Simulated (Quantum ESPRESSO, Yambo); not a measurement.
# AgBr (Bromargyrite): G0W0 with Yambo, start to end, part 2 of 3

How does a plane-wave GW calculation on AgBr (Bromargyrite) run from the first input to the gap?

Quantum ESPRESSO 7.5 and Yambo 5.3.0; PBE and many-body steps on it, plane waves. Known limits of the many-body steps: not at the basis limit; d shell near the gap, gap tends to lie low; no spin-orbit coupling; coarse k mesh.

So far. Step 2 (Ground state): The gap is indirect, with the least direct gap 1.87 eV higher. Step 3 (Bands along the symmetry lines): The gap is 0.676 eV, as in the run before at this level.

**4. Empty states on the mesh, 4×4×4 mesh, 218 bands**

Level of this step: DFT, PBE, plane waves, norm-conserving pseudopotentials (Quantum ESPRESSO).

The sums over transitions need many empty states on a uniform mesh; this step solves for them.

The input, pw.in:

```
&control
  calculation = 'nscf'
  prefix = 'x'
  outdir = 'o'
  pseudo_dir = 'pseudo'
/
&system
  ibrav = 0
  nat = 2
  ntyp = 2
  ecutwfc = 76.0
  nbnd = 218
  force_symmorphic = .true.
/
&electrons
  conv_thr = 1e-9
  electron_maxstep = 80
  diago_full_acc = .true.
  diago_thr_init = 5e-6
/
ATOMIC_SPECIES
  Ag 107.87 Ag.upf
  Br 79.904 Br.upf
CELL_PARAMETERS angstrom
  0.0000000000 2.8872500000 2.8872500000
  2.8872500000 -0.0000000000 2.8872500000
  2.8872500000 2.8872500000 0.0000000000
ATOMIC_POSITIONS crystal
  Ag 0.0000000000 0.0000000000 0.0000000000
  Br 0.5000000000 0.5000000000 0.5000000000
K_POINTS automatic
  4 4 4 0 0 0
```

Run with:

```bash
OMP_NUM_THREADS=1 mpirun -n 4 pw.x -nk 4 -in pw.in > pw.out
```

The program printed:

```text
[banner, memory and clock lines left out]
Program PWSCF v.7.5 starts

     Atomic positions and unit cell read from directory:
     o/x.save/

     Message from routine setup:
     using ibrav=0 with symmetry is DISCOURAGED, use correct ibrav instead

     G-vector sticks info

     bravais-lattice index     =            0
     lattice parameter (alat)  =       7.7161  a.u.
     unit-cell volume          =     324.8477 (a.u.)^3
     number of atoms/cell      =            2
     number of atomic types    =            2
     number of electrons       =        36.00
     number of Kohn-Sham states=          218
     kinetic-energy cutoff     =      76.0000  Ry
     charge density cutoff     =     304.0000  Ry
     Exchange-correlation= PBE
                           (   1   4   3   4   0   0   0)

     celldm(1)=   7.716107  celldm(2)=   0.000000  celldm(3)=   0.000000
     celldm(4)=   0.000000  celldm(5)=   0.000000  celldm(6)=   0.000000

     crystal axes: (cart. coord. in units of alat)
               a(1) = (   0.000000   0.707107   0.707107 )
               a(2) = (   0.707107  -0.000000   0.707107 )
               a(3) = (   0.707107   0.707107   0.000000 )

     reciprocal axes: (cart. coord. in units 2 pi/alat)
               b(1) = ( -0.707107  0.707107  0.707107 )
               b(2) = (  0.707107 -0.707107  0.707107 )
               b(3) = (  0.707107  0.707107 -0.707107 )
     Pseudo is Norm-conserving + core correction, Zval = 19.0
     Generated using ONCVPSP code by D. R. Hamann
     Using radial grid of 1538 points,  6 beta functions with:
     Pseudo is Norm-conserving + core correction, Zval = 17.0
     Generated using ONCVPSP code by D. R. Hamann
     Using radial grid of 1098 points,  6 beta functions with:
     Ag               19.00   107.87000     Ag( 1.00)
     Br               17.00    79.90400     Br( 1.00)

     48 Sym. Ops., with inversion, found

   Cartesian axes

     site n.     atom                  positions (alat units)
         1        Ag     tau(   1) = (   0.0000000   0.0000000   0.0000000  )
         2        Br     tau(   2) = (   0.7071068   0.7071068   0.7071068  )

     number of k points=     8
                       cart. coord. in units 2pi/alat
        k(    1) = (   0.0000000   0.0000000   0.0000000), wk =   0.0312500
        k(    2) = (   0.1767767   0.1767767  -0.1767767), wk =   0.2500000
        k(    3) = (  -0.3535534  -0.3535534   0.3535534), wk =   0.1250000
[...]
k(    7) = (  -0.7071068   0.0000000   0.0000000), wk =   0.0937500
        k(    8) = (  -0.7071068   0.3535534   0.0000000), wk =   0.1875000

     Dense  grid:    29123 G-vectors     FFT dimensions: (  45,  45,  45)

     The potential is recalculated from file :
     o/x.save/charge-density

     Starting wfcs are   19 randomized atomic wfcs +  199 random wfcs

     Band Structure Calculation

     End of band structure calculation

          k = 0.0000 0.0000 0.0000 (  3695 PWs)   bands (ev):

   -80.6914 -51.2099 -51.2099 -51.2095 -51.2095 -51.2095 -44.2126 -44.2126
   -44.2126  -5.5764   6.6719   6.6719   6.6719   6.6726   6.6726   7.5251
     7.5251   7.5251  10.0695  19.3263  19.3263  19.3263  20.6109  21.1269
[...]
[... 16 further rows ...]
[...]
154.6064 156.2822

          k = 0.1768 0.1768-0.1768 (  3647 PWs)   bands (ev):

[...]
[... 16 further rows ...]
[...]
154.5457 154.5458

          k =-0.3536-0.3536 0.3536 (  3648 PWs)   bands (ev):

[...]
66.0470  66.8333  67.2346  67.8987  68.3265  68.3265  70.0729  70.0729
     [... 16 further rows ...]
   145.4588 146.8847 148.1531 148.1531 148.9184 148.9184 150.8569 151.1782
   151.1782 151.7489

          k = 0.3536 0.0000 0.0000 (  3615 PWs)   bands (ev):

     [... further k-points ...]

     highest occupied, lowest unoccupied level (ev):     9.3930   10.0695

     XML data file, pseudopotentials, collected wavefunctions
```

The job ended after 17 s (4 MPI ranks of Intel Xeon 6975P-C (Granite Rapids), shared host; peak memory 0.51 GiB; 68 s of CPU time).

Numbers from this step:

| Property | Result |
| --- | --- |
| gap | 0.6765 eV |
| k of the valence top | 0, 0, -0.5 |
| k of the conduction bottom | 0, 0, 0 |
| least direct gap | 2.544 eV |
| k points computed | 8 |
| lowest point of the top converged band, above the valence top | 140.0635 eV |

On this mesh the gap is 0.676 eV.

**5. Conversion and set-up**

This step: Yambo 5.3.0; conversion and set-up on PBE, plane waves, norm-conserving pseudopotentials.

The states are converted to the many-body program's format and the q mesh is built.

Run with:

```bash
(cd o/x.save; p2y > p2y.log; mv SAVE ../..); yambo > setup.log
```

The program printed:

```text
 Yambo, version 5.3.0

 [02] CORE Variables Setup
 =========================

  [02.01] Unit cells
  ==================

  Cell kind             :  FCC
  Atoms in the cell     :  Ag  Br
  number of Ag atoms    :  1
  number of Br atoms    :  1

  List of atomic masses
  Mass of Ag    :  107.8700
  Mass of Br    :  79.90400

  List of atomic coordinates    : [cc]
  Ag1       :  0.000000  0.000000  0.000000  order 1
  Br1       :  5.456112  5.456112  5.456112  order 2

  Alat factors          :  5.456112  5.456112  5.456112 [a.u.]
  Direct lattice volume :  324.8477 [a.u.]
  Direct lattice vectors:  A[ 1 ]  A[ 2 ]  A[ 3 ]
   A[ 1 ]:  0.000000  1.000000  1.000000  [iru]
   0.000000  5.456112  5.456112  [cc]
   A[ 2 ]:  1.000000 -0.000000  1.000000  [iru]
   5.456112 -0.000000  5.456112  [cc]
   A[ 3 ]:  1.000000  1.000000  0.000000  [iru]
   5.456112  5.456112  0.000000  [cc]

  Recip. lattice volume :  0.763589 [a.u.]
  Recip. lattice vectors:  B[ 1 ]  B[ 2 ]  B[ 3 ]
   B[ 1 ]: -0.500000  0.500000  0.500000  [iku]
  -0.575793  0.575793  0.575793  [cc]
   B[ 2 ]:  0.500000 -0.500000  0.500000  [iku]
   0.575793 -0.575793  0.575793  [cc]
   B[ 3 ]:  0.500000  0.500000 -0.500000  [iku]
   0.575793  0.575793 -0.575793  [cc]

  [02.02] Symmetries
  ==================

  Inversion symmetry    : yes
  Spatial inversion     : yes
  Inversion index       :  25
  K-space Time-reversal : no
  Magnetic symmetries   : no
  Group table correct   : yes
  Symmetries units      :  [cc]

   [S  1]:   1.0000     -0.31888E-16 -0.31888E-16 -0.31888E-16   1.0000      0.31888E-16  0.31888E-16  0.31888E-16   1.0000
   [S  2]:  -1.0000      0.31888E-16 -0.31888E-16  0.31888E-16  -1.0000      0.31888E-16 -0.31888E-16 -0.31888E-16   1.0000
   [S  3]:  -1.0000     -0.31888E-16  0.31888E-16  0.31888E-16   1.0000     -0.31888E-16 -0.31888E-16  0.31888E-16  -1.0000
[...]
[... 36 further rows ...]
   [S 47]: -0.31888E-16   1.0000      0.31888E-16  0.31888E-16 -0.31888E-16  -1.0000       1.0000      0.31888E-16 -0.31888E-16
   [S 48]: -0.31888E-16  -1.0000     -0.31888E-16  0.31888E-16  0.31888E-16   1.0000       1.0000     -0.31888E-16  0.31888E-16

  [02.03] Reciprocal space
  ========================

  nG shells         :  309
  nG charge         :  29123
  nG WFs            :   4439
  nC WFs            :   3695
  G-vecs. in first 30 shells:  [ Number ]
     1    9   15   27   51   59   65   89  113
    137   169   181   229   259   283   307   331   339
    387   411   459   531   537   561   609   645   701
    725   749   821
  ...
  Shell energy in first 30 shells:  [ mHa ]
    0.00000      497.307      663.076      1326.15      1823.46      1989.23      2652.30      3149.61      3315.38
    3978.46      4475.76      5304.61      5801.91      5967.68      6630.76      7128.07      7293.83      7956.91
[...]
BZ  K-points                                      :   64

  K/Q-points units:
  rlu = crystal or reduced units; cc = cartesian coordinates; iku = interal k-units

  K [1]          [rlu]:  0.000000  0.000000  0.000000
         WF components:   3695
  K [2]          [rlu]: -0.87945E-17  0.50833E-17  0.25000
         WF components:   3647
  K [3]          [rlu]:  0.17589E-16 -0.10167E-16 -0.50000
         WF components:   3648
  K [4]          [rlu]: -0.37208E-17  0.25000      0.25000
         WF components:   3615
  K [5]          [rlu]:  0.15450E-17  0.25000     -0.50000
         WF components:   3637
  [... 2 further k-points ...]
  K [8]          [rlu]:  0.250000 -0.500000 -0.250000
         WF components:   3636

  [02.05] Energies & Occupations
  ==============================

  [X] === General ===
  [X] Electronic Temperature                        :  0.000000  0.000000 [eV K]
  [X] Bosonic    Temperature                        :  0.000000  0.000000 [eV K]
  [X] Finite Temperature mode                       : no
  [X] El. density                                   :  0.74786E+24 [cm-3]
  [X] Fermi Level                                   :  9.392987 [eV]

  [X] === Gaps and Widths ===
  [X] Conduction Band Min                           :  0.676466 [eV]
  [X] Valence Band Max                              :  0.000000 [eV]
  [X] Filled Bands                                  :  18
  [X] Empty Bands                                   :   19  218
  [X] Direct Gap                                    :  2.544364 [eV]
  [X] Direct Gap localized at k                     :  1
  [X] Indirect Gap                                  :  0.676466 [eV]
  [X] Indirect Gap between kpts                     :  3  1
  [X] Last valence band width                       :  2.238986 [eV]
  [X] 1st conduction band width                     :  4.251732 [eV]

  E @ K [1]:  [eV]
  -90.08440 -60.60284 -60.60284 -60.60251 -60.60251 -60.60251 -53.60556 -53.60556
  -53.60556 -14.96934  -2.72106  -2.72106  -2.72106  -2.72037  -2.72037  -1.86790
   -1.86790  -1.86790   0.67647   9.93330   9.93330   9.93330  11.21786  11.73395
[...]
occ @ K [1]
[...]
E @ K [2]:  [eV]
[...]
occ @ K [2]
[...]
E @ K [3]:  [eV]
[...]
occ @ K [3]
[...]
E @ K [4]:  [eV]
[...]
occ @ K [4]
[...]
E @ K [5]:  [eV]
[...]
occ @ K [5]
[...]
[... 2 further k-points ...]
  E @ K [8]:  [eV]
[...]
occ @ K [8]
[...]
0.000000  0.000000  0.000000  0.000000  0.000000  0.000000  0.000000  0.000000
   0.000000  0.000000  0.000000  0.000000  0.000000  0.000000  0.000000  0.000000

 [03] Transferred momenta grid and indexing
 ==========================================

 IBZ Q-points                                      :   8
 BZ  Q-points                                      :   64

 K/Q-points units:
 rlu = crystal or reduced units; cc = cartesian coordinates; iku = interal k-units

 Q [1]          [rlu]:  0.000000  0.000000  0.000000
 Q [2]          [rlu]:  0.87369E-17  0.87369E-17  0.25000
 Q [3]          [rlu]: -0.17474E-16 -0.17474E-16 -0.50000
[...]
Q [7]          [rlu]:  0.55646E-16 -0.50000     -0.50000
 Q [8]          [rlu]:  0.250000 -0.500000 -0.250000

  [03.01] X indexes
  =================

   [03.01.01] Sigma indexes
   ========================

 [06] Game Over & Game summary
```

Elapsed: 2.8 s, on 1 MPI rank; peak memory 0.25 GiB.

(Continued in part 3 of 3.)

[Paths, hosts, dates, memory and timing lines, banners, echoed tables and standing remarks are left out of the program output.]

[Logs are printed without paths, hosts, clocks, repeated set-up lines and the standing remarks that a program may print on its own settings, such as how far it seeks lower states.]

[Runs of the session that timed out or met a known fault of the program may be left out.]

[Hosts, paths, dates, database ids (printed as entryN), source tags and the programs' standing remarks are cut or masked in the printed files.]
